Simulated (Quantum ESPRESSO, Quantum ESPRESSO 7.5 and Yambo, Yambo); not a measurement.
# Quasiparticle gap of CdS (Hawleyite) in Yambo

Wanted: ground state, empty states, screening and self-energy for CdS (Hawleyite).

Main program and level: Quantum ESPRESSO 7.5 and Yambo 5.3.0; PBE and many-body steps on it, plane waves.

**Experimental background.**

- Gap 2.42 eV: optical gap from inflexion point of photoacoustic spectrum, as-grown film; photoacoustic spectroscopy; film (as-grown chemical bath deposited film, about 0.25 um thick, deposited at 80 C) (“Study of the band--gap shift in CdS films: Influence of thermal annealing in different atmospheres”, 1995, arxiv:cond-mat/9501125).

This is a report of a sequence of runs, with most program output left out.

### 1. The starting structure

Symmetry: F-43m, No. 216, cubic system. Conventional cell: a = 5.833 Å, b = 5.833 Å, c = 5.833 Å, α = 90.00°, β = 90.00°, γ = 90.00°. Nearest to Cd lie 4 S at 2.53 Å. Nearest to S lie 4 Cd at 2.53 Å. Farther neighbours and most contacts between anions are not listed.

The cell and positions come from the Crystallography Open Database and are kept as given unless a step says otherwise.

### 2. Ground state

This step: Quantum ESPRESSO 7.5; DFT, PBE, plane waves, norm-conserving pseudopotentials.

The ground-state density comes first.

File pw.in:

```
&control
  calculation = 'scf'
  prefix = 'x'
  outdir = 'o'
  pseudo_dir = 'pseudo'
/
&system
  ibrav = 0
  nat = 2
  ntyp = 2
  ecutwfc = 94.0
  nbnd = 18
  force_symmorphic = .true.
/
&electrons
  conv_thr = 1e-10
  electron_maxstep = 80
  mixing_beta = 0.5
/
ATOMIC_SPECIES
  Cd 112.41 Cd.upf
  S 32.06 S.upf
CELL_PARAMETERS angstrom
  -0.0000000000 2.9165000000 2.9165000000
  2.9165000000 -0.0000000000 2.9165000000
  2.9165000000 2.9165000000 -0.0000000000
ATOMIC_POSITIONS crystal
  Cd 0.0000000000 0.0000000000 0.0000000000
  S 0.2500000000 0.2500000000 0.2500000000
K_POINTS automatic
  6 6 6 0 0 0
```

Command:

```
$ OMP_NUM_THREADS=1 mpirun -n 4 pw.x -nk 4 -in pw.in > pw.out
```

The job ended after 9.2 s (4 MPI ranks of Arm Neoverse V1, shared host; peak memory 0.29 GiB).

Numbers from this step:

* total energy: -5072.6642 eV
* gap: 1.145 eV
* k of the valence top: 0, 0, 0
* k of the conduction bottom: 0, 0, 0
* least direct gap: 1.145 eV

The gap is direct, at Γ.

### 3. Bands along the symmetry lines

Levels along a band path, at the cheap level, show where the edges lie and whether the meshes to come will hold them.

File pw.in:

```
&control
  calculation = 'bands'
  prefix = 'x'
  outdir = 'o'
  pseudo_dir = 'pseudo'
/
&system
  ibrav = 0
  nat = 2
  ntyp = 2
  ecutwfc = 94.0
  nbnd = 19
  force_symmorphic = .true.
/
&electrons
  conv_thr = 1e-9
  electron_maxstep = 80
  diago_full_acc = .true.
  diago_thr_init = 5e-6
/
ATOMIC_SPECIES
  Cd 112.41 Cd.upf
  S 32.06 S.upf
CELL_PARAMETERS angstrom
  -0.0000000000 2.9165000000 2.9165000000
  2.9165000000 -0.0000000000 2.9165000000
  2.9165000000 2.9165000000 -0.0000000000
ATOMIC_POSITIONS crystal
  Cd 0.0000000000 0.0000000000 0.0000000000
  S 0.2500000000 0.2500000000 0.2500000000
K_POINTS crystal
  50
  0.00000000 0.00000000 0.00000000 1
  -0.06250000 -0.06250000 0.00000000 1
  -0.12500000 -0.12500000 0.00000000 1
  -0.18750000 -0.18750000 0.00000000 1
  -0.25000000 -0.25000000 0.00000000 1
  -0.31250000 -0.31250000 0.00000000 1
  -0.37500000 -0.37500000 0.00000000 1
  -0.43750000 -0.43750000 0.00000000 1
  -0.50000000 -0.50000000 0.00000000 1
  -0.48437500 -0.48437500 0.03125000 1
  -0.46875000 -0.46875000 0.06250000 1
  -0.45312500 -0.45312500 0.09375000 1
  -0.43750000 -0.43750000 0.12500000 1
  -0.42187500 -0.42187500 0.15625000 1
  -0.40625000 -0.40625000 0.18750000 1
  -0.39062500 -0.39062500 0.21875000 1
  -0.37500000 -0.37500000 0.25000000 1
  -0.37500000 0.00000000 0.37500000 1
  -0.32812500 0.00000000 0.32812500 1
  -0.28125000 0.00000000 0.28125000 1
  -0.23437500 0.00000000 0.23437500 1
  -0.18750000 0.00000000 0.18750000 1
  -0.14062500 0.00000000 0.14062500 1
  -0.09375000 0.00000000 0.09375000 1
  -0.04687500 0.00000000 0.04687500 1
  0.00000000 0.00000000 0.00000000 1
  0.00000000 0.00000000 0.06250000 1
  0.00000000 0.00000000 0.12500000 1
  0.00000000 0.00000000 0.18750000 1
  0.00000000 0.00000000 0.25000000 1
  0.00000000 0.00000000 0.31250000 1
  0.00000000 0.00000000 0.37500000 1
  0.00000000 0.00000000 0.43750000 1
  0.00000000 0.00000000 0.50000000 1
  -0.06250000 -0.03125000 0.46875000 1
  -0.12500000 -0.06250000 0.43750000 1
  -0.18750000 -0.09375000 0.40625000 1
  -0.25000000 -0.12500000 0.37500000 1
  -0.31250000 -0.15625000 0.34375000 1
  -0.37500000 -0.18750000 0.31250000 1
  -0.43750000 -0.21875000 0.28125000 1
  -0.50000000 -0.25000000 0.25000000 1
  -0.50000000 -0.28125000 0.21875000 1
  -0.50000000 -0.31250000 0.18750000 1
  -0.50000000 -0.34375000 0.15625000 1
  -0.50000000 -0.37500000 0.12500000 1
  -0.50000000 -0.40625000 0.09375000 1
  -0.50000000 -0.43750000 0.06250000 1
  -0.50000000 -0.46875000 0.03125000 1
  -0.50000000 -0.50000000 0.00000000 1
```

Run time: 7.8 s. Hardware: 4 MPI ranks; peak memory 0.25 GiB.

This step gave:

| Quantity | Value |
| --- | --- |
| gap | 1.145 eV |
| k of the valence top | 0, 0, 0 |
| k of the conduction bottom | 0, 0, 0 |
| least direct gap | 1.145 eV |

The gap is 1.145 eV, as in the run before at this level.

The electronic bands at the labelled points (eV, zero at the top of the highest filled band):

| point | band 10 | band 11 | band 12 | band 13 | band 14 | band 15 | band 16 | band 17 |
| --- | --- | --- | --- | --- | --- | --- | --- | --- |
| Γ | -7.24 | 0.00 | 0.00 | 0.00 | 1.14 | 6.53 | 6.53 | 6.53 |
| halfway | -7.20 | -2.31 | -1.02 | -1.02 | 3.59 | 4.82 | 8.12 | 8.12 |
| X | -6.80 | -3.95 | -1.88 | -1.88 | 3.56 | 4.35 | 9.20 | 10.77 |
| halfway | -6.74 | -3.94 | -2.15 | -1.78 | 3.85 | 4.66 | 8.94 | 10.01 |
| U | -6.67 | -3.93 | -2.53 | -1.52 | 4.24 | 5.45 | 8.48 | 9.01 |
| jump to K | -6.67 | -3.93 | -2.53 | -1.52 | 4.24 | 5.45 | 8.48 | 9.01 |
| halfway | -7.19 | -2.75 | -1.36 | -0.42 | 3.61 | 6.10 | 6.75 | 7.27 |
| Γ | -7.24 | 0.00 | 0.00 | 0.00 | 1.14 | 6.53 | 6.53 | 6.53 |
| halfway | -7.24 | -2.49 | -0.40 | -0.40 | 2.78 | 6.28 | 7.03 | 7.03 |
| L | -6.86 | -4.39 | -0.75 | -0.75 | 3.01 | 7.00 | 7.00 | 7.46 |
| halfway | -6.75 | -4.11 | -1.93 | -1.22 | 4.38 | 5.81 | 7.21 | 8.35 |
| W | -6.61 | -3.89 | -2.26 | -2.18 | 5.42 | 5.43 | 7.23 | 8.04 |
| halfway | -6.70 | -3.92 | -2.08 | -2.03 | 4.26 | 4.83 | 8.67 | 8.94 |
| X | -6.80 | -3.95 | -1.88 | -1.88 | 3.56 | 4.35 | 9.20 | 10.77 |

### 4. Empty states on the mesh, 4×4×4 mesh, 331 bands

The sums over transitions need many empty states on a uniform mesh; this step solves for them.

File pw.in:

```
&control
  calculation = 'nscf'
  prefix = 'x'
  outdir = 'o'
  pseudo_dir = 'pseudo'
/
&system
  ibrav = 0
  nat = 2
  ntyp = 2
  ecutwfc = 94.0
  nbnd = 331
  force_symmorphic = .true.
/
&electrons
  conv_thr = 1e-9
  electron_maxstep = 80
  diago_full_acc = .true.
  diago_thr_init = 5e-6
/
ATOMIC_SPECIES
  Cd 112.41 Cd.upf
  S 32.06 S.upf
CELL_PARAMETERS angstrom
  -0.0000000000 2.9165000000 2.9165000000
  2.9165000000 -0.0000000000 2.9165000000
  2.9165000000 2.9165000000 -0.0000000000
ATOMIC_POSITIONS crystal
  Cd 0.0000000000 0.0000000000 0.0000000000
  S 0.2500000000 0.2500000000 0.2500000000
K_POINTS automatic
  4 4 4 0 0 0
```

Elapsed: 50 s, on 4 MPI ranks; peak memory 0.81 GiB.

This step gave:

```yaml
gap: 1.145 eV
k_of_the_valence_top: 0, 0, 0
k_of_the_conduction_bottom: 0, 0, 0
least_direct_gap: 1.145 eV
k_points_computed: 8
lowest_point_of_the_top_converged_band_above_the_valence_top: 189.0455 eV
```

On this mesh the gap is 1.145 eV.

### 5. Conversion and set-up

This step: Yambo 5.3.0; conversion and set-up on PBE, plane waves, norm-conserving pseudopotentials.

The states are converted to the many-body program's format and the q mesh is built.

Command:

```
$ (cd o/x.save; p2y > p2y.log; mv SAVE ../..); yambo > setup.log
```

It took 3 s on 1 MPI rank; peak memory 0.25 GiB.

### 6. Screening and self-energy, 4×4×4 mesh, 331 bands, screening to 217.7 eV

G0W0 replaces the xc potential by the self-energy, built once from these orbitals. Only a window of levels is corrected, while the sums run over the empty bands that the input names.

This step: G0W0 on PBE, plane waves, norm-conserving pseudopotentials.

File gw3.in:

```
HF_and_locXC
gw0
dyson
ppa
em1d
rim_cut
RandQpts= 1000000
RandGvec= 1 RL
EXXRLvcs= 94 Ry
VXCRLvcs= 376 Ry
Chimod= "HARTREE"
% BndsRnXp
 1 | 331 |
%
NGsBlkXp= 16 Ry
% LongDrXp
 1 | 1 | 1 |
%
% GbndRnge
 1 | 331 |
%
DysSolver= "n"
ExtendOut
PPAPntXp= 27.21138 eV
% QPkrange
 1 | 1 | 12 | 15 |
%
```

Command:

```
$ OMP_NUM_THREADS=1 mpirun -n 4 yambo -F gw3.in -J gw3 -C gw3 > gw3.log
```

It took 6.6 min on 4 MPI ranks; peak memory 2.4 GiB; 26 min of CPU time.

Numbers from this step:

| Property | Result |
| --- | --- |
| G0W0 gap on the points computed | 2.201 eV |
| starting gap on the mesh | 1.145 eV |
| k of the valence top | 0, 0, 0 |
| k of the conduction bottom | 0, 0, 0 |
| least direct G0W0 gap on the computed points | 2.201 eV |
| Z at the valence top | 0.7854 |
| Z at the conduction bottom | 0.8151 |

The gap on the mesh goes from 1.14 eV to 2.20 eV, a correction of +1.06 eV.

Limits: finite bands, cutoff and mesh; no spin-orbit coupling; coarse k mesh. v1 is the top filled band, c1 the lowest empty one. Levels before and after the correction, in eV, zero at the valence-band top of each column:

|  | conduction bottom | valence top |
| --- | --- | --- |
| Kohn-Sham | 1.14 | 0.00 |
| G0W0 | 2.20 | 0.00 |

|  | level | energy (eV) |
| --- | --- | --- |
| Kohn-Sham | Γ v2-v1 | 0.000 |
| Kohn-Sham | Γ c1 | 1.145 |
| Kohn-Sham | Γ c2 | 6.531 |
| G0W0 | Γ v2-v1 | 0.000 |
| G0W0 | Γ c1 | 2.201 |
| G0W0 | Γ c2 | 7.848 |

### 7. Where the time went

Times are wall times on the hardware named with each run, good to a factor of about two.

| step | time | share | memory (GiB) |
| --- | --- | --- | --- |
| ground state | 9.2 s | 2 % | 0.29 |
| bands along the symmetry lines | 7.8 s | 2 % | 0.25 |
| empty states on the mesh | 50 s | 11 % | 0.81 |
| conversion and set-up | 3 s | 1 % | 0.25 |
| screening and self-energy | 6.6 min | 85 % | 2.4 |

### 8. Results

```
PBE gap              : 1.14 eV, direct
G0W0 gap on the mesh : 2.20 eV
GW settings          : 4×4×4 mesh, 331 bands, screening to 217.7 eV, Godby-Needs plasmon pole
known limits         : not at the basis limit; no spin-orbit coupling; coarse k mesh
```

In words: G0W0 moves the gap on the mesh from 1.14 eV to 2.20 eV (+1.06 eV), with Z of 0.79 and 0.82 at the edges. Only 1 of the mesh's irreducible points was corrected, so a valley elsewhere could overtake. The dearest step here is «screening and self-energy». Against experiment, by G0W0@PBE: the gap of 2.20 eV lies −0.22 eV from the measured 2.42 eV (optical, 1995). An exciton line or allowed optical edge lies below the quasiparticle gap by the binding energy; a forbidden edge can push the onset above it. The calculation has static nuclei and no excitons; a measured gap holds zero-point and thermal motion, which mostly lowers it. Bands and cutoff are finite, so the gap is not at the basis limit. The miss can reach some tenths of an eV and take either sign; the mesh is an error of its own. In the G0W0 run levels were corrected at 1 k point alone, so a gap called «on the mesh» is the least over those, and an edge elsewhere would be missed. The 4×4×4 mesh is coarse for this cell, which bears on the long-range parts of exchange and screening. The many-body steps are scalar-relativistic: spin-orbit coupling is not in them.

[Paths, hosts, dates, memory and timing lines, banners, echoed tables and standing remarks are left out of the program output.]

[Logs are printed without paths, hosts, clocks, repeated set-up lines and the standing remarks that a program may print on its own settings, such as how far it seeks lower states.]

[Runs of the session that timed out or met a known fault of the program may be left out.]

[Hosts, paths, dates, database ids (printed as entryN), source tags and the programs' standing remarks are cut or masked in the printed files.]
